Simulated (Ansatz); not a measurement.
Consider the following.

GeO₂ (rutile)

```xyz
6
Lattice="4.4875 0.0000 0.0000 0.0000 4.4875 0.0000 0.0000 0.0000 2.9050" Properties=species:S:1:pos:R:3 pbc="T T T"
Ge     0.0000     0.0000     0.0000
Ge     2.2438     2.2438     1.4525
O      1.3783     1.3783     0.0000
O      3.6221     0.8654     1.4525
O      0.8654     3.6221     1.4525
O      3.1092     3.1092     0.0000
```

The volume is varied about the relaxed value V₀ at fixed cell shape. The atoms relax within the cell's symmetry.

The numbers are results of PBE (plane waves to 420 eV, PAW, scalar-relativistic; Ansatz, a program for electronic structure), not measurements. k mesh 8×8×11 (Γ-centred), Fermi-Dirac smearing 0.05 eV. E stands for the smeared free energy. Stress and pressure are positive under compression. With the shape held, the modulus is that of even scaling; a crystal free to change shape is softer. GeO2 was relaxed with its symmetry unable to fall. The zero of ΔE is the relaxed starting cell.

The scan covers V/V₀ from 0.900 to 1.100 in 13 points.

**Question.** What is ΔE at V/V₀ = 0.900?

**Answer.** 79.3 meV/atom.

**Question.** What is ΔE at V/V₀ = 1.100?

**Answer.** 53.1 meV/atom.

**Question.** What pressure does the cell carry at V/V₀ = 0.900?

**Answer.** 28.9 GPa.

(Under strain, the slope of the energy per volume gives the stress and its curvature an elastic modulus.)
